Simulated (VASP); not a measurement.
# KBr (Fm-3m) in VASP: single point with PBEsol

Aim: the single point of KBr with PBEsol.

Program: VASP 6.6.1. These are calculated values, not measurements. Logs are shortened: lines on timing, memory, paths and dates and some standing lists are left out, and cuts for length are marked.

## (1) Starting point

It takes space group Fm-3m (No. 225, cubic). Conventional cell: a = 6.585 Å, b = 6.585 Å, c = 6.585 Å, α = 90.00°, β = 90.00°, γ = 90.00°. Around K (site symmetry m-3m) lie 6 Br at 3.29 Å. Br (site symmetry m-3m) is surrounded by 6 K at 3.29 Å.

## (2) Single point, PBEsol

Contents of INCAR:

```
PREC = Accurate
ENCUT = 520
EDIFF = 1E-6
ISMEAR = 0
SIGMA = 0.1
LREAL = F
LASPH = T
NELM = 100
ALGO = Fast
ISIF = 2
LWAVE = F
LCHARG = F
GGA = PS
NBANDS = 15
```

Contents of KPOINTS:

```
regular mesh
0
Gamma
  6 6 6
```

Contents of POSCAR:

```
KBr
1.0
    0.0000000000      3.2925000000      3.2925000000
    3.2925000000      0.0000000000      3.2925000000
    3.2925000000      3.2925000000      0.0000000000
K Br
1 1
Direct
    0.0000000000      0.0000000000      0.0000000000
    0.5000000000      0.5000000000      0.5000000000
```

Potentials or basis: VASP PAW PBE potentials, release 64 (K_sv, Br).

Started as:

```sh
> cat potpaw_PBE.64/K_sv/POTCAR potpaw_PBE.64/Br/POTCAR > POTCAR
> mpirun -np 1 vasp_std > vasp.out
```

OUTCAR:

```text
PREC = Accurate
   ENCUT = 520
   EDIFF = 1E-6
   ISMEAR = 0
   LREAL = F
   LASPH = T
   NELM = 100
   ISIF = 2
   GGA = PS

 ion  position               nearest neighbor table
   1  0.000  0.000  0.000-   2 3.29   2 3.29   2 3.29   2 3.29   2 3.29   2 3.29
   2  0.500  0.500  0.500-   1 3.29   1 3.29   1 3.29   1 3.29   1 3.29   1 3.29

  LATTYP: Found a face centered cubic cell.
 ALAT       =     6.5850000000

  Lattice vectors:

 A1 = (   0.0000000000,   3.2925000000,   3.2925000000)
 A2 = (   3.2925000000,   0.0000000000,   3.2925000000)
 A3 = (   3.2925000000,   3.2925000000,   0.0000000000)

Analysis of symmetry for initial positions (statically):
=====================================================================
 Subroutine PRICEL returns:
 Original cell was already a primitive cell.

 Routine SETGRP: Setting up the symmetry group for a
 face centered cubic supercell.

 Subroutine GETGRP returns: Found 48 space group operations
 (whereof 48 operations were pure point group operations)
 out of a pool of 48 trial point group operations.

The static configuration has the point symmetry O_h .

Analysis of symmetry for dynamics (positions and initial velocities):
=====================================================================
 Subroutine PRICEL returns:
 Original cell was already a primitive cell.

 Routine SETGRP: Setting up the symmetry group for a
 face centered cubic supercell.

 Subroutine GETGRP returns: Found 48 space group operations
 (whereof 48 operations were pure point group operations)
 out of a pool of 48 trial point group operations.

The dynamic configuration has the point symmetry O_h .

 Subroutine INISYM returns: Found 48 space group operations
 (whereof 48 operations are pure point group operations),
 and found     1 'primitive' translations

----------------------------------------------------------------------------------------

                                     Primitive cell

  volume of cell :      71.3851

  direct lattice vectors                    reciprocal lattice vectors
     0.000000000  3.292500000  3.292500000    -0.151860289  0.151860289  0.151860289
     3.292500000  0.000000000  3.292500000     0.151860289 -0.151860289  0.151860289
     3.292500000  3.292500000  0.000000000     0.151860289  0.151860289 -0.151860289

  length of vectors
     4.656298154  4.656298154  4.656298154     0.263029735  0.263029735  0.263029735

  position of ions in fractional coordinates (direct lattice)
     0.000000000  0.000000000  0.000000000
     0.500000000  0.500000000  0.500000000

  ion indices of the primitive-cell ions
   primitive index   ion index
                 1           1
                 2           2

----------------------------------------------------------------------------------------

 KPOINTS: regular mesh

Automatic generation of k-mesh.
 Grid dimensions read from file:
 generate k-points for:    6    6    6

 Generating k-lattice:

  Cartesian coordinates                     Fractional coordinates (reciprocal lattice)
    -0.025310048  0.025310048  0.025310048     0.166666667  0.000000000  0.000000000
     0.025310048 -0.025310048  0.025310048     0.000000000  0.166666667  0.000000000
     0.025310048  0.025310048 -0.025310048     0.000000000  0.000000000  0.166666667

  Length of vectors
     0.043838289  0.043838289  0.043838289

  Shift w.r.t. Gamma in fractional coordinates (k-lattice)
     0.000000000  0.000000000  0.000000000

 Subroutine IBZKPT returns following result:
 ===========================================

 Found     16 irreducible k-points:

 Following reciprocal coordinates:
            Coordinates               Weight
  0.000000  0.000000  0.000000      1.000000
  0.166667  0.000000  0.000000      8.000000
  0.333333  0.000000  0.000000      8.000000
  0.500000  0.000000  0.000000      4.000000
  0.166667  0.166667  0.000000      6.000000
  0.333333  0.166667  0.000000     24.000000
[... 8 lines left out ...]
 -0.333333  0.333333  0.166667     24.000000
 -0.333333  0.500000  0.166667     12.000000
   k-points           NKPTS =     16   k-points in BZ     NKDIM =     16   number of bands    NBANDS=     15
   number of dos      NEDOS =    301   number of ions     NIONS =      2
   total plane-waves  NPLWV =  46656
   dimension x,y,z NGX =    36 NGY =   36 NGZ =   36
   dimension x,y,z NGXF=    72 NGYF=   72 NGZF=   72
   ions per type =               1   1
   NGX,Y,Z   is equivalent  to a cutoff of  12.85, 12.85, 12.85 a.u.
   NGXF,Y,Z  is equivalent  to a cutoff of  25.71, 25.71, 25.71 a.u.
 SYSTEM =  unknown system
   PREC   = accura    normal or accurate (medium, high low for compatibility)
   ISTART =      0    job   : 0-new  1-cont  2-samecut
   ICHARG =      2    charge: 1-file 2-atom 10-const
   ISPIN  =      1    spin polarized calculation?
   LNONCOLLINEAR =      F non collinear calculations
   LSORBIT =      F    spin-orbit coupling
   LASPH  =      T    aspherical Exc in radial PAW
   ENCUT  =  520.0 eV  38.22 Ry    6.18 a.u.   8.66  8.66  8.66*2*pi/ulx,y,z
   NELM   =    100;   NELMIN=  2; NELMDL= -5     # of ELM steps
   EDIFF  = 0.1E-05   stopping-criterion for ELM
   LREAL  =      F    real-space projection
   EDIFFG = 0.1E-04   stopping-criterion for IOM
   NSW    =      0    number of steps for IOM
   IBRION =     -1    ionic relax: 0-MD 1-quasi-New 2-CG
   NFREE  =      0    steps in history (QN), initial steepest desc. (CG)
   ISIF   =      2    stress and relaxation
   ISYM   =      2    0-nonsym 1-usesym 2-fastsym
   POTIM  = 0.5000    time-step for ionic-motion
   TEBEG  =    0.0;   TEEND  =   0.0 temperature during run
   PSTRESS=    0.0 pullay stress
   NELECT =      16.0000    total number of electrons
   NUPDOWN=      -1.0000    fix difference up-down
   EMIN   =  10.00;   EMAX   =-10.00  energy-range for DOS
   EFERMI =   0.00;   METHOD = LEGACY
   ISMEAR =     0;   SIGMA  =   0.10  broadening in eV -4-tet -1-fermi 0-gaus
   EFERMI_NEDOS =   21; number of points for ismear=-14 and -15
   IALGO  =     68    algorithm
   IMIX   =      4    mixing-type and parameters
     AMIX     =   0.40;   BMIX     =  1.00
     AMIX_MAG =   1.60;   BMIX_MAG =  1.00
  volume/ion in A,a.u.               =      35.69       240.87
  Fermi-wavevector in a.u.,A,eV,Ry     =   0.994441  1.879221 13.454978  0.988913
  Thomas-Fermi vector in A             =   2.126392
   LORBIT       =      0    0 simple, 1 ext, 2 COOP (PROOUT), +10 PAW based schemes
   GGA     = PS    functional components
   LHFCALC =     F    Hartree Fock is set to
   AEXX    =    0.0000 exact exchange contribution
   IVDW    =     0    specifies the selected vdW correction
   LEPSILON=     F    determine dielectric tensor
   LRPA    =     F    only Hartree local field effects (RPA)
 non-spin polarized calculation
 RMM-DIIS sequential band-by-band and
 Gauss-broadening in eV      SIGMA  =   0.10
  energy-cutoff  :      520.00
  volume of cell :       71.39
 maximum number of plane-waves:      1948
 NGX is ok and might be reduce to    36
   NGX = 17   NGY = 17   NGZ = 17

 number of electron      15.9999998 magnetization

 Free energy of the ion-electron system (eV)
  ---------------------------------------------------
  ext. energy  EPLUGINS =         0.00000000
  ---------------------------------------------------
  free energy    TOTEN  =        -6.45948130 eV

  energy without entropy =       -6.45948130  energy(sigma->0) =       -6.45948130

 E-fermi :  -1.3087     XC(G=0):  -7.5740

 val. band max:       -1.7994303996   @ k =   0.0000   0.0000   0.0000
 cond. band min:       2.4959446686   @ k =   0.0000   0.0000   0.0000
 fundamental gap:      4.2953750683
 Fermi energy:        -1.3086973943

 k-point     1 :       0.0000    0.0000    0.0000
  band No.  band energies     occupation
      1     -29.3974      2.00000
      2     -14.1142      2.00000
      3     -12.9406      2.00000
      4     -12.9406      2.00000
      5     -12.9406      2.00000
      6      -1.7994      2.00000
      7      -1.7994      2.00000
      8      -1.7994      2.00000
      9       2.4959      0.00000
     10       5.7295      0.00000
     11       5.7295      0.00000
     12       5.7295      0.00000
     13       6.5724      0.00000
     14       6.5724      0.00000
     15       9.6086      0.00000

 k-point     2 :       0.1667    0.0000    0.0000
  band No.  band energies     occupation
      1     -29.3959      2.00000
      2     -14.1603      2.00000
      3     -12.9421      2.00000
      4     -12.9421      2.00000
      5     -12.8767      2.00000
      6      -2.1822      2.00000
      7      -1.8917      2.00000
      8      -1.8917      2.00000
      9       3.1656      0.00000
     10       5.5728      0.00000
     11       6.0589      0.00000
     12       6.0589      0.00000
     13       6.9365      0.00000
     14       6.9365      0.00000
     15      10.5621      0.00000

 k-point     3 :       0.3333    0.0000    0.0000
  band No.  band energies     occupation
      1     -29.3928      2.00000
      2     -14.2411      2.00000
      3     -12.9450      2.00000
      4     -12.9450      2.00000
      5     -12.7594      2.00000
      6      -2.7749      2.00000
      7      -2.0644      2.00000
      8      -2.0644      2.00000
      9       4.2726      0.00000
     10       5.8268      0.00000
     11       6.9398      0.00000
     12       6.9398      0.00000
     13       7.8504      0.00000
     14       7.8504      0.00000
     15       9.6867      0.00000
[... 199 lines left out ...]
 k-point    15 :      -0.3333    0.3333    0.1667
  band No.  band energies     occupation
      1     -29.3899      2.00000
      2     -14.1522      2.00000
      3     -12.9931      2.00000
      4     -12.9793      2.00000
      5     -12.8227      2.00000
      6      -2.6565      2.00000
      7      -2.3462      2.00000
      8      -2.2099      2.00000
      9       5.2920      0.00000
     10       5.6855      0.00000
     11       6.6940      0.00000
     12       7.3100      0.00000
     13       8.5269      0.00000
     14       8.8037      0.00000
     15       9.4323      0.00000

 k-point    16 :      -0.3333    0.5000    0.1667
  band No.  band energies     occupation
      1     -29.3895      2.00000
      2     -14.0823      2.00000
      3     -13.0231      2.00000
      4     -12.9938      2.00000
      5     -12.8816      2.00000
      6      -2.5310      2.00000
      7      -2.2928      2.00000
      8      -2.2630      2.00000
      9       4.6797      0.00000
     10       6.0511      0.00000
     11       6.3957      0.00000
     12       7.3963      0.00000
     13       8.1762      0.00000
     14       9.0192      0.00000
     15       9.4964      0.00000

------------------------ aborting loop because EDIFF is reached ----------------------------------------

  FORCE on cell =-STRESS in cart. coord.  units (eV):
  Direction    XX          YY          ZZ          XY          YZ          ZX
  --------------------------------------------------------------------------------------
  -------------------------------------------------------------------------------------
  Total       -0.0856576     -0.0856576     -0.0856576     -0.0000000      0.0000000     -0.0000000
  in kB       -1.9225135     -1.9225135     -1.9225135     -0.0000000      0.0000000     -0.0000000
  external PRESSURE =      -1.9225135 kB  Pullay stress =       0.0000000 kB

 VOLUME and BASIS-vectors are now :
 -----------------------------------------------------------------------------
  energy-cutoff  :      520.00
  volume of cell :       71.39
      direct lattice vectors                 reciprocal lattice vectors
     0.000000000  3.292500000  3.292500000    -0.151860289  0.151860289  0.151860289
     3.292500000  0.000000000  3.292500000     0.151860289 -0.151860289  0.151860289
     3.292500000  3.292500000  0.000000000     0.151860289  0.151860289 -0.151860289

 POSITION                                       TOTAL-FORCE (eV/Angst)
 -----------------------------------------------------------------------------------
      0.00000      0.00000      0.00000         0.000000      0.000000      0.000000
      3.29250      3.29250      3.29250        -0.000000     -0.000000     -0.000000
 -----------------------------------------------------------------------------------
    total drift:                                0.000000      0.000000      0.000000

  FREE ENERGIE OF THE ION-ELECTRON SYSTEM (eV)
  ---------------------------------------------------
  free  energy   TOTEN  =        -6.4594813014 eV

  energy  without entropy=       -6.4594813014  energy(sigma->0) =       -6.45948130
```

Run time: 20 s. Hardware: 1 thread of Intel Xeon Platinum 8488C (Sapphire Rapids), shared host; peak memory 0.19 GiB.

What came out:

```
Free energy            : -6.4595 eV
Pressure               : -0.2 GPa
Band gap on the k mesh : 4.30 eV, direct
```

Caveat: the PAW data sets were made with another functional, which shifts forces and pressure a little. A hybrid or GW would open this gap; PBEsol tends to underestimate it.
